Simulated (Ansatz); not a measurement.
The system is Sb.

```
Sb
1.0
     2.15420    1.24373    3.75800
    -2.15420    1.24373    3.75800
     0.00000   -2.48746    3.75800
Sb
2
Direct
  0.76651 0.76651 0.76651
  0.23349 0.23349 0.23349
```

```yaml
Program: Ansatz 0.2.0
Task: relaxation of cell and atoms
Functional: LDA
Potentials_or_basis: all-electron LAPW, scalar-relativistic
Basis_error_allowed: 0.001 eV/atom
k_mesh: 8 × 8 × 8
Occupations: fermi-dirac, width 0.05 eV
Spin: no spin polarisation
```

At the start: volume 30.21 Å³/atom.

Q: Where does the relaxation end?

A: Over 5 steps the energy falls by 4.6 meV/atom and the volume is 29.25 Å³/atom (-3.2 %); space group R-3m (No. 166, to 0.05 Å).

The path:
```
step  energy change (eV)  largest force (eV/Å)  volume (Å³)
   1              0.0000                0.0121        60.41
   2             -0.0061                0.1140        58.17
   3             -0.0088                0.0361        58.58
   4             -0.0093                0.0084        58.50
   5             -0.0093                0.0084        58.50
```

Final structure:
```
Sb
1.0
     2.14909    1.24077    3.65634
    -2.14909    1.24077    3.65634
     0.00000   -2.48155    3.65634
Sb
2
Cartesian
  0.0000 0.0000 8.3873
  0.0000 0.0000 2.5817
```
